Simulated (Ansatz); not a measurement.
Te under changes of volume

One of the cells (31.146 Å³/atom); the others are scaled copies at fixed shape and fractional positions:

```
CELL_PARAMETERS angstrom
2.30590 1.33131 1.69095
-2.30590 1.33131 1.69095
0.00000 -2.66263 1.69095
ATOMIC_POSITIONS crystal
Te 0.50000 0.50000 0.50000
```

This isn't the form of Te at room conditions, which is trigonal, of chains.

| Item | Value |
| --- | --- |
| Program | Ansatz 0.2.0 |
| Functional | LDA |
| Potentials or basis | all-electron LAPW, scalar-relativistic |
| Cutoff | 179 eV (chosen from the basis error) |
| Basis error allowed | 0.001 eV/atom |
| k mesh | 9 × 9 × 9 |
| Occupations | fermi-dirac, width 0.05 eV |
| Spin | no spin polarisation |

| volume (Å³/atom) | energy over the lowest point (meV/atom) | pressure (GPa) |
| --- | --- | --- |
| 29.277 | 11.12 | 2.9 |
| 29.900 | 2.87 | 1.4 |
| 30.523 | 0.00 | 0.1 |
| 31.146 | 1.95 | -1.1 |
| 31.769 | 8.21 | -2.1 |
| 32.392 | ? | ? |
| 33.015 | 31.91 | -3.9 |

Task: What does the run at 32.392 Å³/atom give?

Result: Energy over the lowest point 18.34 meV/atom; pressure -3.1 GPa.

Worked out: A Birch-Murnaghan fit of order 3 (a polynomial in V^(-2/3)) to the other rows has its minimum at 30.57 Å³/atom with B0 = V·E''(V) = 60 GPa and B' = 4.4 at fixed shape and positions, which overstates the stiffness. It gives 18.33 meV/atom at 32.392 Å³/atom, against the run's 18.34, and -dE/dV = -3.1 GPa, against -3.1.

Energies are extrapolated to zero smearing.
